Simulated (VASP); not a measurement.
# C (Fd-3m) in VASP: notebook

One crystal, C, is run at these levels: PBEsol; tasks: relaxation of cell and atoms.

All numbers are computed with VASP 6.6.1; they aren't measurements. Logs are shortened: lines on timing, memory, paths and dates and some standing lists are left out, and cuts for length are marked.

**1. The crystal as given**

Symmetry: Fd-3m, No. 227, cubic system. The conventional cell has a = 3.567 Å, b = 3.567 Å, c = 3.567 Å, α = 90.00°, β = 90.00°, γ = 90.00°. C (site symmetry -43m) is surrounded by 4 C at 1.54 Å.

This isn't the form of C at room conditions, which is graphite.

**2. Relaxation of cell and atoms, PBEsol**

The input, INCAR:

```
SYSTEM = C
PREC = Accurate
ENCUT = 600
EDIFF = 1E-6
ISMEAR = 0
SIGMA = 0.03
LREAL = .False.
LASPH = .True.
NELM = 80
ALGO = Normal
ISIF = 3
LWAVE = .False.
LCHARG = .False.
GGA = PS
IBRION = 2
NSW = 90
EDIFFG = -0.01
```

The input, KPOINTS:

```
Automatic mesh
0
Gamma
  14 14 14
  0 0 0
```

The input, POSCAR:

```
C
1.0
    0.0000000000      1.7833700000      1.7833700000
    1.7833700000      0.0000000000      1.7833700000
    1.7833700000      1.7833700000      0.0000000000
C
2
Direct
    0.0000000000      0.0000000000      0.0000000000
    0.2500000000      0.2500000000      0.2500000000
```

Potentials or basis: VASP PAW PBE potentials, release 64 (C).

The run is started by

```sh
$ cat potpaw_PBE.64/C/POTCAR > POTCAR
$ mpirun -np 1 vasp_std > vasp.out
```

OUTCAR:

```text
SYSTEM = C
   PREC = Accurate
   ENCUT = 600
   EDIFF = 1E-6
   ISMEAR = 0
   LREAL = .False.
   LASPH = .True.
   NELM = 80
   ISIF = 3
   GGA = PS
   IBRION = 2
   NSW = 90
   EDIFFG = -0.01

 ion  position               nearest neighbor table
   1  0.000  0.000  0.000-   2 1.54   2 1.54   2 1.54   2 1.54
   2  0.250  0.250  0.250-   1 1.54   1 1.54   1 1.54   1 1.54

  LATTYP: Found a face centered cubic cell.
 ALAT       =     3.5667400000

  Lattice vectors:

 A1 = (   0.0000000000,   1.7833700000,   1.7833700000)
 A2 = (   1.7833700000,   0.0000000000,   1.7833700000)
 A3 = (   1.7833700000,   1.7833700000,   0.0000000000)

Analysis of symmetry for initial positions (statically):
=====================================================================
 Subroutine PRICEL returns:
 Original cell was already a primitive cell.

 Routine SETGRP: Setting up the symmetry group for a
 face centered cubic supercell.

 Subroutine GETGRP returns: Found 48 space group operations
 (whereof 24 operations were pure point group operations)
 out of a pool of 48 trial point group operations.

The static configuration has the point symmetry T_d .
 The point group associated with its full space group is O_h .

Analysis of symmetry for dynamics (positions and initial velocities):
=====================================================================
 Subroutine PRICEL returns:
 Original cell was already a primitive cell.

 Routine SETGRP: Setting up the symmetry group for a
 face centered cubic supercell.

 Subroutine GETGRP returns: Found 48 space group operations
 (whereof 24 operations were pure point group operations)
 out of a pool of 48 trial point group operations.

The dynamic configuration has the point symmetry T_d .
 The point group associated with its full space group is O_h .

 Subroutine INISYM returns: Found 48 space group operations
 (whereof 24 operations are pure point group operations),
 and found     1 'primitive' translations

----------------------------------------------------------------------------------------

                                     Primitive cell

  volume of cell :      11.3437

  direct lattice vectors                    reciprocal lattice vectors
     0.000000000  1.783370000  1.783370000    -0.280368067  0.280368067  0.280368067
     1.783370000  0.000000000  1.783370000     0.280368067 -0.280368067  0.280368067
     1.783370000  1.783370000  0.000000000     0.280368067  0.280368067 -0.280368067

  length of vectors
     2.522066041  2.522066041  2.522066041     0.485611737  0.485611737  0.485611737

  position of ions in fractional coordinates (direct lattice)
     0.000000000  0.000000000  0.000000000
     0.250000000  0.250000000  0.250000000

  ion indices of the primitive-cell ions
   primitive index   ion index
                 1           1
                 2           2

----------------------------------------------------------------------------------------

 KPOINTS: Automatic mesh

Automatic generation of k-mesh.
 Grid dimensions read from file:
 generate k-points for:   14   14   14

 Generating k-lattice:

  Cartesian coordinates                     Fractional coordinates (reciprocal lattice)
    -0.020026291  0.020026291  0.020026291     0.071428571  0.000000000  0.000000000
     0.020026291 -0.020026291  0.020026291     0.000000000  0.071428571  0.000000000
     0.020026291  0.020026291 -0.020026291     0.000000000  0.000000000  0.071428571

  Length of vectors
     0.034686553  0.034686553  0.034686553

  Shift w.r.t. Gamma in fractional coordinates (k-lattice)
     0.000000000  0.000000000  0.000000000

 Subroutine IBZKPT returns following result:
 ===========================================

 Found    104 irreducible k-points:

 Following reciprocal coordinates:
            Coordinates               Weight
  0.000000  0.000000  0.000000      1.000000
  0.071429  0.000000  0.000000      8.000000
  0.142857  0.000000  0.000000      8.000000
  0.214286  0.000000  0.000000      8.000000
  0.285714  0.000000  0.000000      8.000000
  0.357143  0.000000  0.000000      8.000000
[... 16 lines left out ...]
  0.214286  0.142857  0.000000     24.000000
  0.285714  0.142857  0.000000     24.000000
 [... further k-points ...]
   k-points           NKPTS =    104   k-points in BZ     NKDIM =    104   number of bands    NBANDS=      8
   number of dos      NEDOS =    301   number of ions     NIONS =      2
   total plane-waves  NPLWV =   8000
   dimension x,y,z NGX =    20 NGY =   20 NGZ =   20
   dimension x,y,z NGXF=    40 NGYF=   40 NGZF=   40
   ions per type =               2
   NGX,Y,Z   is equivalent  to a cutoff of  13.18, 13.18, 13.18 a.u.
   NGXF,Y,Z  is equivalent  to a cutoff of  26.37, 26.37, 26.37 a.u.
 SYSTEM =  C
   PREC   = accura    normal or accurate (medium, high low for compatibility)
   ISTART =      0    job   : 0-new  1-cont  2-samecut
   ICHARG =      2    charge: 1-file 2-atom 10-const
   ISPIN  =      1    spin polarized calculation?
   LNONCOLLINEAR =      F non collinear calculations
   LSORBIT =      F    spin-orbit coupling
   LASPH  =      T    aspherical Exc in radial PAW
   ENCUT  =  600.0 eV  44.10 Ry    6.64 a.u.   5.04  5.04  5.04*2*pi/ulx,y,z
   NELM   =     80;   NELMIN=  2; NELMDL= -5     # of ELM steps
   EDIFF  = 0.1E-05   stopping-criterion for ELM
   LREAL  =      F    real-space projection
   EDIFFG = -.1E-01   stopping-criterion for IOM
   NSW    =     90    number of steps for IOM
   IBRION =      2    ionic relax: 0-MD 1-quasi-New 2-CG
   NFREE  =      1    steps in history (QN), initial steepest desc. (CG)
   ISIF   =      3    stress and relaxation
   ISYM   =      2    0-nonsym 1-usesym 2-fastsym
   POTIM  = 0.5000    time-step for ionic-motion
   TEBEG  =    0.0;   TEEND  =   0.0 temperature during run
   PSTRESS=    0.0 pullay stress
   NELECT =       8.0000    total number of electrons
   NUPDOWN=      -1.0000    fix difference up-down
   EMIN   =  10.00;   EMAX   =-10.00  energy-range for DOS
   EFERMI =   0.00;   METHOD = LEGACY
   ISMEAR =     0;   SIGMA  =   0.03  broadening in eV -4-tet -1-fermi 0-gaus
   EFERMI_NEDOS =   21; number of points for ismear=-14 and -15
   IALGO  =     38    algorithm
   IMIX   =      4    mixing-type and parameters
     AMIX     =   0.40;   BMIX     =  1.00
     AMIX_MAG =   1.60;   BMIX_MAG =  1.00
  volume/ion in A,a.u.               =       5.67        38.28
  Fermi-wavevector in a.u.,A,eV,Ry     =   1.457203  2.753714 28.891161  2.123440
  Thomas-Fermi vector in A             =   2.574032
   LORBIT       =      0    0 simple, 1 ext, 2 COOP (PROOUT), +10 PAW based schemes
   GGA     = PS    functional components
   LHFCALC =     F    Hartree Fock is set to
   AEXX    =    0.0000 exact exchange contribution
   IVDW    =     0    specifies the selected vdW correction
   LEPSILON=     F    determine dielectric tensor
   LRPA    =     F    only Hartree local field effects (RPA)
 conjugate gradient relaxation of ions
 non-spin polarized calculation
 Gauss-broadening in eV      SIGMA  =   0.03
  energy-cutoff  :      600.00
  volume of cell :       11.34
 maximum number of plane-waves:       388
   NGX =  9   NGY =  9   NGZ =  9

--------------------------------------- Ionic step        1  -------------------------------------------

 number of electron       7.9999999 magnetization

 Free energy of the ion-electron system (eV)
  ---------------------------------------------------
  ext. energy  EPLUGINS =         0.00000000
  ---------------------------------------------------
  free energy    TOTEN  =       -19.25323573 eV

  energy without entropy =      -19.25323573  energy(sigma->0) =      -19.25323573

 E-fermi :   9.8757     XC(G=0): -13.4328

 val. band max:        9.7081039549   @ k =   0.0000   0.0000   0.0000
 cond. band min:      13.7143554445   @ k =   0.3571   0.3571   0.0000
 fundamental gap:      4.0062514896
 Fermi energy:         9.8757204968

 k-point     1 :       0.0000    0.0000    0.0000
  band No.  band energies     occupation
      1     -11.8132      2.00000
      2       9.7081      2.00000
      3       9.7081      2.00000
      4       9.7081      2.00000
      5      15.2475      0.00000
      6      15.2475      0.00000
      7      15.2475      0.00000
      8      23.0763      0.00000

 k-point     2 :       0.0714    0.0000    0.0000
  band No.  band energies     occupation
      1     -11.6716      2.00000
      2       8.7675      2.00000
      3       9.4626      2.00000
      4       9.4626      2.00000
      5      15.5680      0.00000
      6      15.5680      0.00000
      7      15.8077      0.00000
      8      23.1899      0.00000
[... 300 lines left out ...]
 POSITION                                       TOTAL-FORCE (eV/Angst)
 -----------------------------------------------------------------------------------
      3.53991      1.76995      1.76995        -0.000000      0.000000     -0.000000
      0.88498      0.88498      0.88498         0.000000     -0.000000      0.000000
 -----------------------------------------------------------------------------------
    total drift:                                0.000000      0.000000      0.000000

  FREE ENERGIE OF THE ION-ELECTRON SYSTEM (eV)
  ---------------------------------------------------
  free  energy   TOTEN  =       -19.2522571314 eV

  energy  without entropy=      -19.2522571314  energy(sigma->0) =      -19.25225713

--------------------------------------- Ionic step        3  -------------------------------------------

 number of electron       7.9999999 magnetization

 Free energy of the ion-electron system (eV)
  ---------------------------------------------------
  ext. energy  EPLUGINS =         0.00000000
  ---------------------------------------------------
  free energy    TOTEN  =       -19.25479916 eV

  energy without entropy =      -19.25479916  energy(sigma->0) =      -19.25479916

 E-fermi :  10.0479     XC(G=0): -13.4820

 val. band max:        9.8526693231   @ k =   0.0000   0.0000   0.0000
 cond. band min:      13.8814781584   @ k =   0.3571   0.3571   0.0000
 fundamental gap:      4.0288088353
 Fermi energy:        10.0479333583

 k-point     1 :       0.0000    0.0000    0.0000
  band No.  band energies     occupation
      1     -11.8030      2.00000
      2       9.8527      2.00000
      3       9.8527      2.00000
      4       9.8527      2.00000
      5      15.4195      0.00000
      6      15.4195      0.00000
      7      15.4195      0.00000
      8      23.4486      0.00000

 k-point     2 :       0.0714    0.0000    0.0000
  band No.  band energies     occupation
      1     -11.6605      2.00000
      2       8.9044      2.00000
      3       9.6044      2.00000
      4       9.6044      2.00000
      5      15.7436      0.00000
      6      15.7436      0.00000
      7      15.9889      0.00000
      8      23.5565      0.00000
[... 264 lines left out ...]
 POSITION                                       TOTAL-FORCE (eV/Angst)
 -----------------------------------------------------------------------------------
      0.00000      0.00000      0.00000        -0.000000     -0.000000     -0.000000
      0.88873      0.88873      0.88873         0.000000      0.000000      0.000000
 -----------------------------------------------------------------------------------
    total drift:                                0.000000      0.000000      0.000000

  FREE ENERGIE OF THE ION-ELECTRON SYSTEM (eV)
  ---------------------------------------------------
  free  energy   TOTEN  =       -19.2547991610 eV

  energy  without entropy=      -19.2547991610  energy(sigma->0) =      -19.25479916

 reached required accuracy - stopping structural energy minimisation
```

Run time: 7.1 s. Hardware: 1 thread of Intel Xeon 6975P-C (Granite Rapids), shared host; peak memory 0.12 GiB.

What came out:

```
Free energy                            : -19.2548 eV
Relaxed volume                         : 5.62 Å³/atom
Relaxed cell                           : a = 2.514 Å, b = 2.514 Å, c = 2.514 Å, α = 60.00°, β = 60.00°, γ = 60.00°
Space group after relaxing (to 0.05 Å) : Fd-3m (No. 227)
Energy gained by relaxing              : 0.8 meV/atom
Ionic steps                            : 3
Pressure after relaxing                : 0.0 GPa
Band gap on the k mesh                 : 4.03 eV, indirect (least direct gap 5.57 eV)
```

Step by step:
```
step  energy change (eV)  largest force (eV/Å)  pressure (GPa)  volume (Å³)
   1              0.0000                0.0000           -4.41        11.34
   2              0.0010                0.0000            5.83        11.09
   3             -0.0016                0.0000           -0.01        11.23
```

Final structure:
```
CELL_PARAMETERS angstrom
0.00000 1.77745 1.77745
1.77745 0.00000 1.77745
1.77745 1.77745 0.00000
ATOMIC_POSITIONS crystal
C 0.00000 0.00000 0.00000
C 0.25000 0.25000 0.25000
```

Caveat: the PAW data sets were made with another functional, which shifts forces and pressure a little. A k mesh can miss the band edges.

**3. Relaxation of cell and atoms, PBEsol**

This run uses another cell than the first one, of 5.62 Å³/atom, 0.990 times its volume.

Edit INCAR of step 2 so:

```diff
@@ -3,3 +3,3 @@
 ENCUT = 600
-EDIFF = 1E-6
+EDIFF = 1E-7
 ISMEAR = 0
@@ -16,2 +16,2 @@
 NSW = 90
-EDIFFG = -0.01
+EDIFFG = -0.005
```

KPOINTS is that of step 2.

The input, POSCAR:

```
C                                       
1.0
    0.0000000000      1.7774542777      1.7774542777
    1.7774542777     -0.0000000000      1.7774542777
    1.7774542777      1.7774542777      0.0000000000
  C             
     2
Direct
     0.0000000000000000    0.0000000000000000    0.0000000000000000
     0.2500000000000000    0.2500000000000000    0.2500000000000000
```

Potentials or basis: VASP PAW PBE potentials, release 64 (C).

The run is started by

```sh
$ cat potpaw_PBE.64/C/POTCAR > POTCAR
$ mpirun -np 1 vasp_std > vasp.out
```

Run time: 4.5 s. Hardware: 1 thread of Intel Xeon 6975P-C (Granite Rapids), shared host; peak memory 0.11 GiB.

It converged, with:

* Free energy: -19.2543 eV
* Pressure after relaxing: 0.0 GPa
* Band gap on the k mesh: 4.03 eV, indirect (least direct gap 5.57 eV)

Final structure:
```xyz
2
Lattice="0.0000 1.7775 1.7775 1.7775 0.0000 1.7775 1.7775 1.7775 0.0000" Properties=species:S:1:pos:R:3 pbc="T T T"
C     0.0000    0.0000    0.0000
C     0.8887    0.8887    0.8887
```

Levels at points of the mesh, in eV from the valence-band top:
```csv
k point,band 2,band 3,band 4,band 5,band 6,band 7
"(0.00, 0.00, 0.00)",0.00,0.00,0.00,5.57,5.57,5.57
"(0.50, 0.00, 0.00)",-13.58,-2.84,-2.84,8.43,8.43,8.97
"(0.50, 0.50, 0.00)",-12.85,-6.40,-6.40,4.62,4.62,16.93
```

Caveat: the relaxation stopped at its first step, so nothing moved; the PAW data sets were made with another functional, which shifts forces and pressure a little.
